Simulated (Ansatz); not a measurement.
Band table of Sc (beta tin type)

```
Sc
1.0
    -1.98405    1.98405    1.25811
     1.98405   -1.98405    1.25811
     1.98405    1.98405   -1.25811
Sc
2
Direct
  0.62500 0.87500 0.75000
  0.37500 0.12500 0.25000
```

The cell comes from a relaxation on PAW files under the same functional, begun from a prototype that needn't be the stable phase.

Computed with Ansatz 0.2.0; functional PBE, scalar-relativistic. Settings: a Γ-centred 14×14×14 k mesh, Fermi–Dirac smearing of 0.08 eV, no spin polarisation. Methods: LAPW: all electrons, basis error target 1 meV/atom.

This run: volume at 0.4 of the series' base cell.

The structure type is held throughout; the real material can change phase at far lower pressure.

Path points, in fractions of the reciprocal vectors: Γ (0.000, 0.000, 0.000), X (0.000, 0.000, 0.500), M (-0.500, 0.500, 0.500), Z (0.351, 0.351, -0.351), Z0 (-0.351, 0.649, 0.351), P (0.250, 0.250, 0.250). The distance column jumps between branches of the path. Levels in eV from the Fermi level; bands 15 to 21, counted from the lowest band of the run. The gap is zero, the pressure 164.9 GPa.

```
# k(1/Å) point b15 b16 b17 b18 b19 b20 b21
0.000 Γ -24.36 -24.36 -5.97 -4.01 -0.91 -0.14 2.00
0.280 - -24.64 -24.38 -5.52 -3.64 -0.79 -0.65 1.28
0.560 - -25.36 -24.49 -4.32 -2.93 -1.36 -0.27 0.69
0.840 - -25.23 -24.71 -3.14 -2.72 -1.15 0.79 1.05
1.120 X -24.98 -24.98 -2.86 -2.86 0.42 0.42 2.34
1.400 - -24.85 -24.85 -2.69 -2.69 0.67 0.67 2.29
1.679 - -24.33 -24.33 -2.26 -2.26 1.35 1.35 2.30
1.959 - -23.73 -23.73 -1.87 -1.87 2.16 2.16 2.83
2.239 M -23.49 -23.49 -1.73 -1.73 2.48 2.48 3.72
2.635 - -24.22 -23.63 -2.36 -1.59 0.67 2.04 2.50
3.031 - -25.21 -23.94 -3.02 -2.67 -1.59 1.34 1.85
3.427 - -24.87 -24.24 -5.08 -3.45 -0.95 -0.51 1.21
3.823 Γ -24.36 -24.36 -5.97 -4.01 -0.91 -0.14 2.00
4.260 - -24.40 -24.40 -5.41 -2.66 -0.72 0.48 0.48
4.698 - -24.43 -24.43 -3.79 -1.77 -1.77 -0.09 -0.04
5.136 - -24.22 -24.22 -2.19 -2.19 -1.34 0.69 1.56
5.573 Z -23.84 -23.84 -0.81 -0.81 0.90 1.00 1.40
7.448 Z0 -23.84 -23.84 -0.81 -0.81 0.90 1.00 1.40
7.635 - -23.70 -23.70 0.10 0.25 0.25 0.40 2.47
7.821 - -23.59 -23.59 -0.82 -0.58 1.52 1.52 2.39
8.008 - -23.52 -23.52 -1.50 -1.41 2.35 2.70 2.88
8.195 M -23.49 -23.49 -1.73 -1.73 2.48 2.48 3.72
9.314 X -24.98 -24.98 -2.86 -2.86 0.42 0.42 2.34
9.627 - -25.11 -25.11 -2.63 -2.63 0.21 0.21 2.53
9.939 - -25.32 -25.32 -2.71 -2.71 -0.18 -0.18 3.10
10.251 - -25.42 -25.42 -3.22 -3.22 -0.82 -0.82 3.66
10.563 P -25.45 -25.45 -3.47 -3.47 -1.13 -1.13 3.84
```
